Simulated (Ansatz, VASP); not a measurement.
# Pb in VASP and in Ansatz

The input INCAR:

```
ALGO     = Normal         # electronic algorithm
EDIFF    = 1E-6           # SCF threshold, eV
ENCUT    = 520            # plane-wave cutoff, eV
GGA      = CA             # functional
ISIF     = 2              # what is computed and relaxed
ISMEAR   = -1             # smearing method
LASPH    = T              # aspherical terms in the spheres
LCHARG   = T              # write CHGCAR
LELF     = T              # ELF
LREAL    = F              # projectors in reciprocal space
LVHAR    = T            
LWAVE    = F              # write WAVECAR
NBANDS   = 21             # bands
NELM     = 100            # most SCF steps
PREC     = Accurate       # precision mode
SIGMA    = 0.08           # smearing width, eV
```

File KPOINTS:

```
k-points
0
Gamma
  10 10 10
```

File POSCAR:

```
Pb
1.0
    0.0000000000      3.0296347557      3.0296347557
    3.0296347557      0.0000000000      3.0296347557
    3.0296347557      3.0296347557      0.0000000000
Pb
2
Direct
   -0.1250000000     -0.1250000000     -0.1250000000
    0.1250000000      0.1250000000      0.1250000000
```

Input for Ansatz:

```yaml
crystal:
  lattice:
    - [0.0, 3.0296347557, 3.0296347557]
    - [3.0296347557, 0.0, 3.0296347557]
    - [3.0296347557, 3.0296347557, 0.0]
  atoms:
    - { symbol: Pb, position: [-0.125, -0.125, -0.125] }
    - { symbol: Pb, position: [0.125, 0.125, 0.125] }
kpoints:
  mp_grid: { grid: [10, 10, 10] }
scf:
  occupations: { method: fermi_dirac, width: 0.08 }
hamiltonian:
  xc: lda
  pseudopotentials: { kind: paw }
output:
  forces: true
  stress: true
  eigenvalues: true
  populations: true
  write_density: true
  write_potential: true
  elf: true
  volumetric_format: npy
```

Change from the starting cell: volume scaled by 0.7, PAW files.

Alike in both runs: task single point; functional LDA; k mesh 10 × 10 × 10; occupations fermi-dirac, width 0.08 eV; no spin polarisation.

|  | VASP | Ansatz |
| --- | --- | --- |
| version | VASP 6.6.1 | Ansatz 0.2.0 |
| potentials or method | VASP PAW LDA potentials, release 64 (Pb_d) | PAW with Ansatz's default frozen-core files, scalar-relativistic |
| plane-wave cutoff (eV) | 520 | 420 |
| valence electrons in the cell | 28 | 28 |

VASP gave:

- pressure (GPa): 29.0

Estimate Ansatz's values.

pressure (GPa): 28.8.

Caveats: so large a pressure means that the cell lies far from this level's equilibrium, or that cutoff or potentials fall short (VASP). The runs have no spin-orbit coupling, so splittings on Pb are missing.
